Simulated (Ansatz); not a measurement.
## CoO in Ansatz: the effect of functional

The system is CoO.

```
Co O
1.0
    -1.50800    1.50800    2.10725
     1.50800   -1.50800    2.10725
     1.50800    1.50800   -2.10725
Co O
1 1
Direct
  0.00000 0.00000 0.00000
  0.50000 0.50000 0.00000
```

Alike in all runs:

| Item | Value |
| --- | --- |
| Program | Ansatz 0.2.0 |
| Task | band structure |
| Potentials or basis | all-electron LAPW, scalar-relativistic |
| Basis error allowed | 0.001 eV/atom |
| k mesh | 12 × 12 × 12 |
| Occupations | fermi-dirac, width 0.05 eV |
| Spin | collinear spin, ferromagnetic start |
| Starting moments | [2.0, 0.0] μB |

Question: One run gave: pressure -17.9 GPa; moment 2.85 μB. Which functional did it use?
A. PBEsol
B. PBE
C. LDA

Answer: C.

| functional | cutoff | pressure (GPa) | moment (μB) |
| --- | --- | --- | --- |
| PBE | 369 eV | 0.0 | 2.91 |
| LDA | 368 eV | -17.9 | 2.85 |
| PBEsol | 369 eV | -9.2 | 2.94 |

Caveats: a cell with one magnetic atom can't hold antiferromagnetic order, which such compounds often take.

Not every run made on this cell is shown here.
